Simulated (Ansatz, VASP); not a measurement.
# P in VASP and in Ansatz

```
CELL_PARAMETERS angstrom
4.91824 0.00000 0.00000
0.00000 4.91824 0.00000
0.00000 0.00000 4.91824
ATOMIC_POSITIONS crystal
P 0.00000 0.00000 0.00000
P 0.50000 0.50000 0.50000
P 0.25000 0.00000 0.50000
P 0.75000 0.00000 0.50000
P 0.50000 0.25000 0.00000
P 0.50000 0.75000 0.00000
P 0.00000 0.50000 0.25000
P 0.00000 0.50000 0.75000
```

The cell was built by a generator and needn't be a form met in nature.

Alike in both runs: functional revPBE; k mesh 5 × 5 × 5; occupations fermi-dirac, width 0.1 eV; no spin polarisation.

Ansatz relaxed the structure, and its values are those at the end. VASP's run is a single point on that final structure, the one shown.

|  | VASP | Ansatz |
| --- | --- | --- |
| version | VASP 6.6.1 | Ansatz 0.2.0 |
| potentials or method | VASP PAW PBE potentials, release 64 (P) | plane waves (420 eV) with PAW, scalar-relativistic |
| plane-wave cutoff (eV) | 520 | 420 |
| valence electrons in the cell | 40 | 40 |

|  | VASP | Ansatz | Ansatz less VASP |
| --- | --- | --- | --- |
| pressure (GPa) | -0.4 | 0.0 | +0.42 |

Caveats: the PAW data sets were made with another functional, which shifts forces and pressure a little (VASP).
